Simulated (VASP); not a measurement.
A run of VASP 6.6.1 is set up as follows.

INCAR

```
PREC = Accurate
ENCUT = 520
EDIFF = 1E-7
ISMEAR = 0
SIGMA = 0.05
LREAL = F
LASPH = T
NELM = 100
ALGO = Normal
ISIF = 2
LWAVE = F
LCHARG = F
GGA = PE
IVDW = 12
NBANDS = 16
```

Contents of KPOINTS:

```
regular mesh
0
Gamma
  10 10 4
```

File POSCAR:

```
BN
1.0
    2.5063031992      0.0000000000      0.0000000000
   -1.2531515996      2.1705222401      0.0000000000
    0.0000000000      0.0000000000      6.6162758516
B N
2 2
Direct
    0.3333333333      0.6666666667      0.2500000000
    0.6666666667      0.3333333333      0.7500000000
    0.3333333333      0.6666666667      0.7500000000
    0.6666666667      0.3333333333      0.2500000000
```

Potentials or basis: VASP PAW PBE potentials, release 64 (B, N).

The run is started by

```bash
$ cat potpaw_PBE.64/B/POTCAR potpaw_PBE.64/N/POTCAR > POTCAR
$ mpirun -np 1 vasp_std > vasp.out
```

Estimate the pressure.

0.1 GPa.

What does it give for the dispersion energy per atom?

-0.142 eV.

Stress tensor (GPa, compression positive):
```
 0.23  0.00  0.00
 0.00  0.23  0.00
 0.00  0.00 -0.15
```
